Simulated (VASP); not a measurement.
# In3Se: phonons with PBEsol

Crystal: In3Se.

```
In Se
1.0
     4.80376    0.00000    0.00000
     0.00000    4.80376    0.00000
     0.00000    0.00000    4.80376
In Se
3 1
Direct
  0.50000 0.50000 0.00000
  0.50000 0.00000 0.50000
  0.00000 0.50000 0.50000
  0.00000 0.00000 0.00000
```

The cell comes from a database or a generator and needn't be the stable form of this composition.

```json
{
 "Program": "VASP 6.6.1",
 "Task": "phonons",
 "Functional": "PBEsol",
 "Potentials or basis": "VASP PAW PBE potentials, release 64 (In_d, Se)",
 "Cutoff": "600 eV",
 "k mesh": "6 × 6 × 6",
 "Occupations": "gaussian, width 0.02 eV",
 "Spin": "no spin polarisation",
 "Ladder": "free",
 "By perturbation theory": "yes",
 "Further INCAR settings": "ALGO = Normal; EDIFF = 1e-08; IBRION = 8; NSW = 1"
}
```

```
Relaxed volume                                          : 25.49 Å³/atom
Relaxed cell                                            : a = 4.671 Å, b = 4.671 Å, c = 4.671 Å, α = 90.00°, β = 90.00°, γ = 90.00°
Space group after relaxing (to 0.05 Å)                  : Pm-3m (No. 221)
Electronic dielectric tensor (diagonal)                 : 34.04
Born charges (mean of the diagonal)                     : In +2.57; Se -7.71 e
Highest phonon frequency at Γ, LO-TO splitting left out : 106 cm⁻¹
```

Step by step:
| step | energy change (eV) | largest force (eV/Å) | pressure (GPa) | volume (Å³) |
| --- | --- | --- | --- | --- |
| 1 | 0.0000 | 0.0000 | -3.03 | 110.85 |
| 2 | -0.0923 | 0.0000 | -0.31 | 102.64 |
| 3 | -0.0930 | 0.0000 | -0.02 | 101.97 |
| 4 | -0.0930 | 0.0000 | 0.06 | 101.80 |
| 5 | -0.0930 | 0.0000 | 0.00 | 101.94 |

Final structure:
```
CELL_PARAMETERS angstrom
4.67144 0.00000 0.00000
0.00000 4.67144 0.00000
0.00000 0.00000 4.67144
ATOMIC_POSITIONS crystal
In 0.50000 0.50000 0.00000
In 0.50000 0.00000 0.50000
In 0.00000 0.50000 0.50000
Se 0.00000 0.00000 0.00000
```

Phonon frequencies in cm⁻¹ (negative: imaginary):
| q point | frequencies |
| --- | --- |
| (0.000, 0.000, 0.000) | -1 -1 -1 23 23 23 42 42 42 106 106 106 |

Electronic dielectric tensor:
```
34.04  0.00  0.00
 0.00 34.04  0.00
 0.00  0.00 34.04
```

Born effective charge tensors (e):
atom 1, In
```
2.61 0.00 0.00
0.00 2.61 0.00
0.00 0.00 2.50
```
atom 2, In
```
2.61 0.00 0.00
0.00 2.50 0.00
0.00 0.00 2.61
```
atom 3, In
```
2.50 0.00 0.00
0.00 2.61 0.00
0.00 0.00 2.61
```
atom 4, Se
```
-7.71  0.00  0.00
 0.00 -7.71  0.00
 0.00  0.00 -7.71
```

Wall time 7.6 min on 4 MPI ranks on Intel(R) Xeon(R) 6975P-C (Granite Rapids), on a shared host, peak memory 0.66 GiB a rank.

Caveat: the PAW data sets were made with another functional, which shifts forces and pressure a little.
